Q: I have six gaps for zinc-blende GaN, computed with six density functionals while every atom stayed in the same place. Is there an order in them that physics explains?

Quantum ESPRESSO 7.5, plane-wave Kohn–Sham DFT with pseudopotentials for zinc-blende GaN, in the same two-atom cell throughout (cubic edge 4.507 Å). All runs use a 10 × 10 × 10 k mesh and Fermi–Dirac smearing of 0.05 eV, without spin polarisation or spin–orbit coupling. Gaps are taken from bands along a path of special points.

```
functional                           potentials  wave cutoff  density cutoff  gap on path (eV)  direct gap on path (eV)
       LDA                         GBRV-1.5-LDA   612.256 eV      4898.05 eV             1.741                    1.741
       PBE     PseudoDojo-0.4.1-SR-PBE-standard   1142.88 eV      4571.51 eV             1.759                    1.759
    PBEsol  PseudoDojo-0.4.1-SR-PBEsol-standard   1142.88 eV      4571.51 eV             1.705                    1.705
      BP86     PseudoDojo-0.4.1-SR-PBE-standard   1142.88 eV      4571.51 eV             1.769                    1.769
    vdW-DF     PseudoDojo-0.4.1-SR-PBE-standard   1142.88 eV      4571.51 eV             1.882                    1.882
   vdW-DF2     PseudoDojo-0.4.1-SR-PBE-standard   1142.88 eV      4571.51 eV             1.756                    1.756
```

A: Start with what the columns mean. "Gap on path" is the smallest energy between filled and empty levels along a line of wavevectors, and "direct gap on path" demands that both levels share one wavevector. The two agree in every row, so the gap is direct. Now set vdW-DF aside and look at how far apart the other five are.

Q: They lie within about 0.06 eV of each other. Why so close, when the functionals are built so differently?

A: Think of the limit in which the electron density is perfectly uniform. There the gradient corrections and the non-local correlation vanish, and all six functionals give essentially the same exchange and correlation. A real crystal is far from uniform, but with the atoms fixed the common part still dominates. What differs is partly a shift of all levels together, and that leaves the gap unchanged. Only a change that treats the top filled level differently from the lowest empty one can show up in your table.

Q: Then stronger gradient corrections might open the gap. PBEsol has weaker ones than PBE, and its gap is 0.05 eV smaller.

A: That pair fits the idea, but LDA doesn't. It has no gradient correction at all, so it should lie below PBEsol, and it lies above. The LDA row also uses a different kind of potential, with more gallium electrons treated explicitly, so it can't settle the matter. As for PBE, BP86 and vdW-DF2, they differ by about 0.01 eV, and two of them borrow potentials made for PBE. I wouldn't look for a reason behind their order. Their closeness does tell against your idea, though: by construction the semilocal part of vdW-DF2 depends more strongly on the gradient than that of PBE, and with the same potentials it gives the same gap. The strength of the gradient correction alone doesn't order these rows.

Q: And vdW-DF? It stands 0.12 eV above PBE. Is that the van der Waals part at work?

A: Compare it with PBE, which has the same potentials and the same cell. At Γ, the point of zero wavevector, the lowest empty level is a singlet with s character. Measured from the top of the valence band, it rises by 0.12 eV on going to vdW-DF. The next empty level at Γ is a triplet, which by symmetry contains no s orbitals of either atom, and it rises by only about 0.05 eV. So the change is not one uniform lift of the empty levels: the s-like band edge rises more than the triplet above it, and some still higher levels rise more again.

Q: That says where it happens, but not which ingredient does it.

A: No, and these rows can't tell us. vdW-DF2 also contains non-local correlation, yet its gap is practically that of PBE, so the presence of that ingredient doesn't by itself guarantee a larger gap. Exchange and correlation both change between PBE and vdW-DF: the exchange becomes revPBE, and the gradient-corrected correlation of PBE gives way to LDA correlation plus the non-local term. In PBE that gradient correlation largely offsets the gradient part of exchange where the density varies slowly, so its loss is a plausible suspect. But vdW-DF2 loses it too, with another exchange (rPW86) and another non-local kernel, so there something would have to offset it. A run with the exchange of vdW-DF and the correlation of PBE would help to separate them. The vdW-DF run also borrows potentials made for PBE, and how much that mismatch adds to or takes from the 0.12 eV isn't known.

Q: For a process model I need one number for the material. Should I take vdW-DF, since it comes closest to experiment?

A: The measured gap is roughly 3.3 eV, a rounded figure that I recall, so even vdW-DF is about 1.4 eV short. Spin-orbit coupling and the motion of the nuclei are missing from the calculation, but theory puts their effect far below that. The main reason is thought to be that these gaps are differences between orbital energies in one fixed potential. When an electron is added to an insulator, the exact exchange-correlation potential jumps by a constant, and that jump belongs to the true gap. Functionals of this family don't supply it, so changing from one to another doesn't repair the error. A second, smaller fault is expected to add to it. The gallium 3d triplet lies 13.57 eV below the valence top in PBE and 13.71 eV in vdW-DF, shallower than photoemission places it as I recall, and d levels that are too shallow push the valence top up and narrow the gap.

Q: At least the order is reliable, then: vdW-DF highest, PBEsol lowest?

A: Only for this cell and these potentials. The same runs give the pressure in the crystal, which tells you what each functional would do if the cell were free. LDA has −6.4 GPa, so it is stretched here and would shrink. vdW-DF has +9.7 GPa, so it is squeezed and would expand. Each gap in your table therefore belongs to a differently strained crystal, as judged by its own functional.

Q: Why should strain matter for the gap?

A: The lowest empty level is an antibonding mixture of gallium and nitrogen s orbitals. Imagine the atoms pulled far apart: the orbitals no longer overlap, and the antibonding push disappears. Bring the atoms together and the push grows, while the top of the valence band, mostly nitrogen p, responds less. Compression therefore widens this gap and expansion narrows it. For small changes we can write

gap in own cell ≈ gap here − c × P

where P is the pressure here, positive under compression, and c is the rise of the gap per unit of pressure. For GaN, c is roughly 0.03 to 0.04 eV/GPa, again a recalled value and not one adjusted to these rows.

Q: Let me try it with c = 0.04 eV/GPa.

LDA: 1.741 − 0.04 × (−6.41) ≈ 2.00 eV

vdW-DF: 1.882 − 0.04 × 9.74 ≈ 1.49 eV

They have changed places!

A: And this swap of places hardly depends on the exact value I recalled. In this cell vdW-DF leads LDA by 0.141 eV, and their pressures differ by about 16.2 GPa. Dividing the two gives 0.009 eV/GPa, and any larger c puts LDA on top. The accepted value is several times that.

Q: What happens to the other rows?

A: The estimate puts LDA highest, PBEsol next and vdW-DF2 lowest, with PBE, BP86 and vdW-DF close together in between. The total spread grows from 0.18 eV to somewhere between 0.6 and 0.8 eV. Its low end is vdW-DF2, which borrows its potentials; among LDA, PBE and PBEsol, whose potentials match their functionals, the spread is 0.33 to 0.45 eV. The analysis printed below gives both estimates for every row. So most of the spread in the relaxed gaps would come from the size of the cell that each functional prefers, and less from how it places the levels in a given cell. A single pair can behave differently: between PBE and vdW-DF the two effects largely cancel in this estimate.

Q: How far can I trust those estimates?

A: Trust the direction more than the size. No relaxed run is available to check them, and one straight line with the same slope serves all six functionals. It is stretched furthest for vdW-DF2, at nearly 14 GPa. The pressures of BP86, vdW-DF and vdW-DF2 also carry the mismatch of their potentials, and every run except LDA warned of patches of negative density, whose size isn't given.

Q: So when two published gaps for this crystal, both from functionals of this family, disagree, I should first ask which lattice constant was used.

A: Yes, and then which functional chose it. If the two agree when the atoms are held in place, the one that prefers a larger cell should report the smaller gap after relaxation. If they differ there, that difference can add to the effect of the cell or offset it. The same reasoning carries over to a semiconductor whose lowest empty level is also an antibonding s state at Γ. If that level has another character, find out first how it responds to pressure.

Output of the analysis:

```
Mean gap of the six rows (eV): 1.769
Spread of the gap over all rows (eV): 0.177
Spread without the highest row (eV): 0.064
PBE gap minus PBEsol gap (eV): 0.054
BP86 gap minus vdW-DF2 gap (eV): 0.013
vdW-DF gap minus PBE gap (eV): 0.123
vdW-DF2 gap minus PBE gap (eV): -0.003
Rough shortfall of the highest gap against a measured 3.3 eV (eV): 1.418
Rough shortfall of the lowest gap against a measured 3.3 eV (eV): 1.595
Depth of the Ga 3d triplet below the valence top in PBE (eV): 13.57
Depth of the Ga 3d triplet below the valence top in vdW-DF (eV): 13.71
Shift of the lowest s-like valence level against the valence top from PBE to vdW-DF (eV): 0.05515
Shift of the second conduction level (triplet) against the valence top from PBE to vdW-DF (eV): 0.05455
Weakening of p-d repulsion if it goes as one over the distance (per cent): 1.035
Resulting gap change for a rough push of 1 eV (eV): 0.01035
Estimated gap in each functional's own cell:
      row  gap here (eV)  pressure here (GPa)  own cell with 0.03 eV/GPa (eV)  own cell with 0.04 eV/GPa (eV)
      LDA          1.741               -6.411                           1.933                           1.997
      PBE          1.759                5.183                           1.604                           1.552
   PBEsol          1.705              -0.9255                           1.733                           1.742
     BP86          1.769                5.792                           1.595                           1.537
   vdW-DF          1.882                 9.74                            1.59                           1.492
  vdW-DF2          1.756                13.78                           1.343                           1.205
Spread of the own-cell estimates with 0.03 eV/GPa (eV): 0.5908
Spread of the own-cell estimates with 0.04 eV/GPa (eV): 0.7927
Coefficient above which LDA overtakes vdW-DF (eV/GPa): 0.00873
```
